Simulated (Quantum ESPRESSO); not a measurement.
The system is PbSe (Clausthalite).

```
Pb Se
1.0
     0.00000    3.06065    3.06065
     3.06065    0.00000    3.06065
     3.06065    3.06065    0.00000
Pb Se
1 1
Direct
  0.00000 0.00000 0.00000
  0.50000 0.50000 0.50000
```

```yaml
Program: Quantum ESPRESSO 7.5
Task: single point
Functional: PBE
Potentials_or_basis: SSSP 1.3 efficiency PBE
Cutoff: 748 eV
Density_cutoff: 5987 eV
k_mesh: 8 × 8 × 8
Occupations: fermi-dirac, width 0.05 eV
Spin: no spin polarisation
```

On this cell: pressure 2.4 GPa; largest force zero by symmetry; band gap on the k mesh 0.30 eV, direct.

The same run follows on a disturbed copy (atoms moved at random, drawn with an rms of 0.05 Å):

```
Pb Se
1.0
     0.00000    3.06065    3.06065
     3.06065    0.00000    3.06065
     3.06065    3.06065    0.00000
Pb Se
1 1
Cartesian
  -0.0115 -0.0087 -0.0166
  3.0383 3.0478 3.0701
```

Q: What does the disturbed cell give?

A: The energy moves by +0.1 meV/atom; pressure 2.4 GPa; largest force 0.017 eV/Å; band gap on the k mesh 0.30 eV, direct.

Forces on the atoms (eV/Å):
```
Pb  -0.007 -0.003  0.016
Se   0.007  0.003 -0.016
```

Caveats: spin-orbit coupling is left out, which as a rule narrows the gap of such compounds by several tenths of an eV.

A k mesh can miss the band edges.
